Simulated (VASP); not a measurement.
# Al2O3 (Corundum) (R-3c) in VASP: notebook, part 2 of 3

VASP 6.6.1. The steps go on from the part before.

**3. Core levels, PBE**

Contents of INCAR:

```
SYSTEM = Al2O3
PREC     = Accurate       ! precision mode
ENCUT    = 520            ! plane-wave cutoff, eV
EDIFF    = 1E-7           ! SCF threshold, eV
ISMEAR   = 0              ! smearing method
SIGMA    = 0.02           ! smearing width, eV
LREAL    = .FALSE.        ! projectors in reciprocal space
LASPH    = .TRUE.         ! aspherical terms in the spheres
NELM     = 80             ! most SCF steps
ALGO     = Normal         ! electronic algorithm
ISIF     = 2              ! what is computed and relaxed
LWAVE    = .FALSE.        ! write WAVECAR
LCHARG   = .FALSE.        ! write CHGCAR
GGA      = PE             ! functional
ICORELEVEL= 1
```

Contents of KPOINTS:

```
regular mesh
0
G
  5 5 5
  0 0 0
```

Contents of POSCAR:

```
Al2O3
1.0
    2.3802500000      1.3742379782      4.3318666667
   -2.3802500000      1.3742379782      4.3318666667
    0.0000000000     -2.7484759565      4.3318666667
Al O
4 6
Direct
    0.8521600000      0.8521600000      0.8521600000
    0.6478400000      0.6478400000      0.6478400000
    0.1478400000      0.1478400000      0.1478400000
    0.3521600000      0.3521600000      0.3521600000
    0.0566800000      0.7500000000      0.4433200000
    0.7500000000      0.4433200000      0.0566800000
    0.4433200000      0.0566800000      0.7500000000
    0.9433200000      0.2500000000      0.5566800000
    0.2500000000      0.5566800000      0.9433200000
    0.5566800000      0.9433200000      0.2500000000
```

Potentials or basis: VASP PAW PBE potentials, release 64 (Al, O).

Launch:

```sh
cat potpaw_PBE.64/Al/POTCAR potpaw_PBE.64/O/POTCAR > POTCAR
mpirun -np 1 vasp_std > vasp.out
```

OUTCAR:

```text
SYSTEM = Al2O3
   PREC = Accurate
   ENCUT = 520
   EDIFF = 1E-7
   ISMEAR = 0
   LREAL = .FALSE.
   LASPH = .TRUE.
   NELM = 80
   ISIF = 2
   GGA = PE

 ion  position               nearest neighbor table
   1  0.852  0.852  0.852-   8 1.85   9 1.85  10 1.85   6 1.97   7 1.97   5 1.97   2 2.66   3 2.79
                             3 2.79   3 2.79   2 3.22   2 3.22   2 3.22
   2  0.648  0.648  0.648-   9 1.85   8 1.85  10 1.85   5 1.97   7 1.97   6 1.97   1 2.66   4 2.79
                             4 2.79   4 2.79   1 3.22   1 3.22   1 3.22
   3  0.148  0.148  0.148-   5 1.85   6 1.85   7 1.85   9 1.97  10 1.97   8 1.97   4 2.66   1 2.79
                             1 2.79   1 2.79   4 3.22   4 3.22   4 3.22
   4  0.352  0.352  0.352-   6 1.85   5 1.85   7 1.85   8 1.97  10 1.97   9 1.97   3 2.66   2 2.79
                             2 2.79   2 2.79   3 3.22   3 3.22   3 3.22
   5  0.057  0.750  0.443-   3 1.85   4 1.85   2 1.97   1 1.97
   6  0.750  0.443  0.057-   4 1.85   3 1.85   1 1.97   2 1.97
   7  0.443  0.057  0.750-   3 1.85   4 1.85   1 1.97   2 1.97
   8  0.943  0.250  0.557-   1 1.85   2 1.85   4 1.97   3 1.97
   9  0.250  0.557  0.943-   2 1.85   1 1.85   3 1.97   4 1.97
  10  0.557  0.943  0.250-   1 1.85   2 1.85   3 1.97   4 1.97

  LATTYP: Found a trigonal (rhomboedric) cell.
 ALAT       =     5.1302230849
 COS(alpha) =     0.5694707703

  Lattice vectors:

 A1 = (   2.3802500000,   1.3742379782,   4.3318666667)
 A2 = (  -2.3802500000,   1.3742379782,   4.3318666667)
 A3 = (   0.0000000000,  -2.7484759565,   4.3318666667)

Analysis of symmetry for initial positions (statically):
=====================================================================
 Subroutine PRICEL returns:
 Original cell was already a primitive cell.

 Routine SETGRP: Setting up the symmetry group for a
 trigonal (rhombohedral) supercell.

 Subroutine GETGRP returns: Found 12 space group operations
 (whereof  6 operations were pure point group operations)
 out of a pool of 12 trial point group operations.

The static configuration has the point symmetry S_6 .
 The point group associated with its full space group is D_3d.
[... 171 lines left out ...]

  energy without entropy =      -74.75241159  energy(sigma->0) =      -74.75241159

 the core state eigenenergies are
   1-  1s  -1497.3233  2s    -94.3631  2p    -55.8281
   2-  1s  -1497.3233  2s    -94.3631  2p    -55.8281
   3-  1s  -1497.3233  2s    -94.3631  2p    -55.8281
   4-  1s  -1497.3233  2s    -94.3631  2p    -55.8281
   5-  1s   -497.1392
   6-  1s   -497.1392
   7-  1s   -497.1392
   8-  1s   -497.1392
   9-  1s   -497.1392
  10-  1s   -497.1392

 E-fermi :   6.2615     XC(G=0): -11.6856

 val. band max:        6.1427495402   @ k =   0.0000   0.0000   0.0000
 cond. band min:      12.3579619313   @ k =   0.0000   0.0000   0.0000
 fundamental gap:      6.2152123911
 Fermi energy:         6.2615456068

 k-point     1 :       0.0000    0.0000    0.0000
  band No.  band energies     occupation
      1     -13.1027      2.00000
      2     -10.7683      2.00000
      3     -10.4900      2.00000
      4     -10.4900      2.00000
      5     -10.1754      2.00000
      6     -10.1754      2.00000
[... 259 lines left out ...]
      2     -11.3814      2.00000
      3     -11.2019      2.00000
      4     -10.7487      2.00000
      5     -10.5760      2.00000
      6     -10.1267      2.00000
      7       0.3015      2.00000
      8       0.3221      2.00000
      9       1.0439      2.00000
     10       1.4757      2.00000
     11       1.6183      2.00000
     12       2.0743      2.00000
     13       2.5199      2.00000
     14       3.0046      2.00000
     15       3.4428      2.00000

------------------------ aborting loop because EDIFF is reached ----------------------------------------

  FORCE on cell =-STRESS in cart. coord.  units (eV):
  Direction    XX          YY          ZZ          XY          YZ          ZX
  --------------------------------------------------------------------------------------
  -------------------------------------------------------------------------------------
  Total        3.9311614      3.9311614      3.5953891      0.0000000     -0.0000000      0.0000000
  in kB       74.0833489     74.0833489     67.7556678      0.0000000     -0.0000000      0.0000000
  external PRESSURE =      71.9741219 kB  Pullay stress =       0.0000000 kB

 VOLUME and BASIS-vectors are now :
 -----------------------------------------------------------------------------
  energy-cutoff  :      520.00
  volume of cell :       85.02
      direct lattice vectors                 reciprocal lattice vectors
     2.380250000  1.374237978  4.331866667     0.210061968  0.121279334  0.076949121
    -2.380250000  1.374237978  4.331866667    -0.210061968  0.121279334  0.076949121
     0.000000000 -2.748475957  4.331866667     0.000000000 -0.242558668  0.076949121

 POSITION                                       TOTAL-FORCE (eV/Angst)
 -----------------------------------------------------------------------------------
      0.00000     -0.00000     11.07433        -0.000000      0.000000     -0.026810
      0.00000     -0.00000      8.41907        -0.000000     -0.000000      0.026810
      0.00000     -0.00000      1.92127        -0.000000     -0.000000      0.026810
      0.00000     -0.00000      4.57653        -0.000000      0.000000     -0.026810
     -1.65027     -0.10988      5.41483        -0.012951     -0.022431     -0.000000
      0.72998      1.48412      5.41483        -0.012951      0.022431     -0.000000
      0.92030     -1.37424      5.41483         0.025901     -0.000000     -0.000000
      1.65027      0.10988      7.58077         0.012951      0.022431     -0.000000
     -0.72998     -1.48412      7.58077         0.012951     -0.022431     -0.000000
     -0.92030      1.37424      7.58077        -0.025901     -0.000000     -0.000000
 -----------------------------------------------------------------------------------
    total drift:                               -0.000000      0.000000     -0.000000

  FREE ENERGIE OF THE ION-ELECTRON SYSTEM (eV)
  ---------------------------------------------------
  free  energy   TOTEN  =       -74.7524115942 eV

  energy  without entropy=      -74.7524115942  energy(sigma->0) =      -74.75241159
```

stdout:

```text
POSCAR found type information on POSCAR AlO
 POSCAR found :  2 types and      10 ions
 scaLAPACK will be used
 LDA part: xc-table for (Slater+PW92), standard interpolation
 POSCAR, INCAR and KPOINTS ok, starting setup
 FFT: planning ... GRIDC
 FFT: planning ... GRID_SOFT
 FFT: planning ... GRID
 WAVECAR not read
 entering main loop
```

It took 25 s on 1 thread of Intel Xeon 6975P-C (Granite Rapids), shared host; peak memory 0.24 GiB.

What came out:

```
Free energy            : -74.7524 eV
Pressure               : 7.2 GPa
Largest force          : 0.027 eV/Å
Band gap on the k mesh : 6.22 eV, direct
```

Forces on the atoms (eV/Å):
```
Al   0.000  0.000 -0.027
Al   0.000  0.000  0.027
Al   0.000  0.000  0.027
Al   0.000  0.000 -0.027
O   -0.013 -0.022  0.000
O   -0.013  0.022  0.000
O    0.026  0.000  0.000
O    0.013  0.022  0.000
O    0.013 -0.022  0.000
O   -0.026  0.000  0.000
```

Stress tensor (GPa, compression positive):
```
7.41 0.00 0.00
0.00 7.41 0.00
0.00 0.00 6.78
```

Core levels (eV, on the scale of the bands):
| atom | levels |
| --- | --- |
| 1 Al | 1s -1497.3, 2s -94.4, 2p -55.8 |
| 2 Al | 1s -1497.3, 2s -94.4, 2p -55.8 |
| 3 Al | 1s -1497.3, 2s -94.4, 2p -55.8 |
| 4 Al | 1s -1497.3, 2s -94.4, 2p -55.8 |
| 5 O | 1s -497.1 |
| 6 O | 1s -497.1 |

**4. Dielectric tensor, LDA**

Contents of INCAR:

```
SYSTEM = Al2O3
ALGO = Normal
EDIFF = 1E-8
ENCUT = 300
GGA = CA
ISIF = 2
ISMEAR = 0
LASPH = .TRUE.
LCHARG = .FALSE.
LEPSILON = .TRUE.
LREAL = .FALSE.
LWAVE = .FALSE.
NELM = 100
PREC = Accurate
SIGMA = 0.01
```

Contents of KPOINTS:

```
k-points
0
G
  2 2 2
  0 0 0
```

POSCAR is that of step 3.

Potentials or basis: VASP PAW LDA potentials, release 64 (Al, O).

Launch:

```sh
cat potpaw_LDA.64/Al/POTCAR potpaw_LDA.64/O/POTCAR > POTCAR
mpirun -np 1 vasp_std > vasp.out
```

OUTCAR:

```text
SYSTEM = Al2O3
   EDIFF = 1E-8
   ENCUT = 300
   GGA = CA
   ISIF = 2
   ISMEAR = 0
   LASPH = .TRUE.
   LEPSILON = .TRUE.
   LREAL = .FALSE.
   NELM = 100
   PREC = Accurate

 Found      4 irreducible k-points:

 Following reciprocal coordinates:
            Coordinates               Weight
  0.000000  0.000000  0.000000      1.000000
  0.500000  0.000000 -0.000000      3.000000
  0.500000  0.500000 -0.000000      3.000000
  0.500000  0.500000  0.500000      1.000000
   k-points           NKPTS =      4   k-points in BZ     NKDIM =      4   number of bands    NBANDS=     30
   number of dos      NEDOS =    301   number of ions     NIONS =     10
   total plane-waves  NPLWV =  27000
   dimension x,y,z NGX =    30 NGY =   30 NGZ =   30
   dimension x,y,z NGXF=    60 NGYF=   60 NGZF=   60
   ions per type =               4   6
   NGX,Y,Z   is equivalent  to a cutoff of   9.72,  9.72,  9.72 a.u.
   NGXF,Y,Z  is equivalent  to a cutoff of  19.44, 19.44, 19.44 a.u.
 SYSTEM =  Al2O3
   PREC   = accura    normal or accurate (medium, high low for compatibility)
   ISTART =      0    job   : 0-new  1-cont  2-samecut
   ICHARG =      2    charge: 1-file 2-atom 10-const
   ISPIN  =      1    spin polarized calculation?
   LNONCOLLINEAR =      F non collinear calculations
   LSORBIT =      F    spin-orbit coupling
   LASPH  =      T    aspherical Exc in radial PAW
   ENCUT  =  300.0 eV  22.05 Ry    4.70 a.u.   7.25  7.25  7.25*2*pi/ulx,y,z
   NELM   =    100;   NELMIN=  2; NELMDL= -5     # of ELM steps
   EDIFF  = 0.1E-07   stopping-criterion for ELM
   LREAL  =      F    real-space projection
   EDIFFG = 0.1E-06   stopping-criterion for IOM
   NSW    =      0    number of steps for IOM
   IBRION =     -1    ionic relax: 0-MD 1-quasi-New 2-CG
   NFREE  =      0    steps in history (QN), initial steepest desc. (CG)
   ISIF   =      2    stress and relaxation
   ISYM   =      2    0-nonsym 1-usesym 2-fastsym
   POTIM  = 0.5000    time-step for ionic-motion
   TEBEG  =    0.0;   TEEND  =   0.0 temperature during run
   PSTRESS=    0.0 pullay stress
   NELECT =      48.0000    total number of electrons
   NUPDOWN=      -1.0000    fix difference up-down
   EMIN   =  10.00;   EMAX   =-10.00  energy-range for DOS
   EFERMI =   0.00;   METHOD = LEGACY
   ISMEAR =     0;   SIGMA  =   0.01  broadening in eV -4-tet -1-fermi 0-gaus
   EFERMI_NEDOS =   21; number of points for ismear=-14 and -15
   IALGO  =     38    algorithm
   IMIX   =      4    mixing-type and parameters
     AMIX     =   0.40;   BMIX     =  1.00
     AMIX_MAG =   1.60;   BMIX_MAG =  1.00
  volume/ion in A,a.u.               =       8.50        57.37
  Fermi-wavevector in a.u.,A,eV,Ry     =   1.353064  2.556920 24.909299  1.830782
  Thomas-Fermi vector in A             =   2.480350
   LORBIT       =      0    0 simple, 1 ext, 2 COOP (PROOUT), +10 PAW based schemes
   GGA     = CA    functional components
   LHFCALC =     F    Hartree Fock is set to
   AEXX    =    0.0000 exact exchange contribution
   IVDW    =     0    specifies the selected vdW correction
   LEPSILON=     T    determine dielectric tensor
   LRPA    =     F    only Hartree local field effects (RPA)
 non-spin polarized calculation
 Gauss-broadening in eV      SIGMA  =   0.01
  energy-cutoff  :      300.00
  volume of cell :       85.02
 maximum number of plane-waves:      1016
 NGX is ok and might be reduce to    30
   NGX = 15   NGY = 15   NGZ = 15

--------------------------------------- Ionic step        1  -------------------------------------------

 number of electron      47.9999997 magnetization
[... 160 lines left out ...]
      0.00000     -0.00000      8.41907         0.000000      0.000000     -0.013058
      0.00000     -0.00000      1.92127         0.000000      0.000000     -0.013058
      0.00000     -0.00000      4.57653         0.000000     -0.000000      0.013058
     -1.65027     -0.10988      5.41483        -0.084312     -0.146033     -0.000000
      0.72998      1.48412      5.41483        -0.084312      0.146033     -0.000000
      0.92030     -1.37424      5.41483         0.168625      0.000000     -0.000000
      1.65027      0.10988      7.58077         0.084312      0.146033     -0.000000
     -0.72998     -1.48412      7.58077         0.084312     -0.146033     -0.000000
     -0.92030      1.37424      7.58077        -0.168625     -0.000000     -0.000000
 -----------------------------------------------------------------------------------
    total drift:                                0.000000     -0.000000     -0.000000

  FREE ENERGIE OF THE ION-ELECTRON SYSTEM (eV)
  ---------------------------------------------------
  free  energy   TOTEN  =       -84.0696211180 eV

  energy  without entropy=      -84.0696211180  energy(sigma->0) =      -84.06962112

 HEAD OF MICROSCOPIC STATIC DIELECTRIC TENSOR (INDEPENDENT PARTICLE, excluding Hartree and local field effects)
 ------------------------------------------------------
           3.494025    -0.000000     0.000000
           0.000000     3.494025    -0.000000
          -0.000000    -0.000000     3.413968
 ------------------------------------------------------

 Free energy of the ion-electron system (eV)
  ---------------------------------------------------
  ---------------------------------------------------
  free energy    TOTEN  =        -0.59105023 eV

  energy without entropy =       -0.59105023

------------------------ aborting loop because EDIFF is reached ----------------------------------------

--------------------------------------- Ionic step        2  -------------------------------------------

------------------------ aborting loop because EDIFF is reached ----------------------------------------

--------------------------------------- Ionic step        3  -------------------------------------------

 Free energy of the ion-electron system (eV)
  ---------------------------------------------------
  ---------------------------------------------------
  free energy    TOTEN  =        -0.57333353 eV

  energy without entropy =       -0.57333353

------------------------ aborting loop because EDIFF is reached ----------------------------------------

 PIEZOELECTRIC TENSOR FIELD DIRECTION 3  (e Angst)
 -----------------------------------------------------------------------------
     0.00000  0.00000  0.00000           ( -0.00000  0.00000  0.00000)
     0.00000  0.00000 -0.00000           (  0.00000 -0.00000 -0.00000)
     0.00000 -0.00000 -0.00001           (  0.00000 -0.00000  0.00000)

 PIEZOELECTRIC TENSOR FIELD DIRECTION 3  (C/m^2)
 -----------------------------------------------------------------------------
     0.00000  0.00000  0.00000
     0.00000  0.00000 -0.00000
     0.00000 -0.00000 -0.00000

 MACROSCOPIC STATIC DIELECTRIC TENSOR (including local field effects in DFT)
 ------------------------------------------------------
           3.371956    -0.000000    -0.000000
           0.000000     3.371956    -0.000000
           0.000000    -0.000000     3.300925
 ------------------------------------------------------

 PIEZOELECTRIC TENSOR (including local field effects)  for field in x, y, z        (e  Angst)
          XX          YY          ZZ          XY          YZ          ZX
  --------------------------------------------------------------------------------
  x     0.00000     0.00000     0.00000     0.00000     0.00000     0.00000
  y     0.00000     0.00000     0.00000     0.00000     0.00000     0.00000
  z     0.00000     0.00000     0.00000     0.00000     0.00000     0.00000

 PIEZOELECTRIC TENSOR (including local field effects)  for field in x, y, z        (C/m^2)
          XX          YY          ZZ          XY          YZ          ZX
  --------------------------------------------------------------------------------
  x     0.00000     0.00000     0.00000     0.00000     0.00000     0.00000
  y     0.00000     0.00000     0.00000     0.00000     0.00000     0.00000
  z     0.00000     0.00000     0.00000     0.00000     0.00000     0.00000

 BORN EFFECTIVE CHARGES (including local field effects) (in |e|, cummulative output)
 ---------------------------------------------------------------------------------
 ion    1
    1     2.95758     0.02712    -0.00000
    2    -0.02712     2.95758    -0.00000
    3     0.00000    -0.00000     2.92033
 ion    2
    1     2.95758    -0.02712    -0.00000
    2     0.02712     2.95758    -0.00000
    3    -0.00000    -0.00000     2.92033
 ion    3
    1     2.95758     0.02712     0.00000
    2    -0.02712     2.95758    -0.00000
    3     0.00000    -0.00000     2.92033
 ion    4
    1     2.95758    -0.02712     0.00000
    2     0.02712     2.95758    -0.00000
    3    -0.00000    -0.00000     2.92033
 ion    5
[... 8 lines left out ...]
    1    -2.06450     0.00000     0.00000
    2    -0.00000    -1.87893     0.27801
    3     0.00000     0.37813    -1.94688
 ion    8
    1    -1.92533    -0.08035     0.24077
    2    -0.08035    -2.01811    -0.13901
    3     0.32747    -0.18907    -1.94688
 ion    9
    1    -1.92533     0.08035    -0.24077
    2     0.08035    -2.01811    -0.13901
    3    -0.32747    -0.18907    -1.94688
 ion   10
    1    -2.06450     0.00000     0.00000
    2    -0.00000    -1.87893     0.27801
    3     0.00000     0.37813    -1.94688
```

Run time: 1.8 min. Hardware: 1 thread of Intel Xeon Platinum 8375C at 2.90GHz (Ice Lake), shared host; peak memory 0.16 GiB.

The run converged, but a check on its numbers failed (symmetry, net force, bounds or a known fault of this set-up), so they aren't taken as properties of the crystal.

Caveat: the k mesh is coarse (spacing up to 0.80 Å⁻¹), so the values aren't converged; the cutoff lies under the usual one of these potentials, so the numbers hold a large basis-set error.

[end of part 2 of 3]
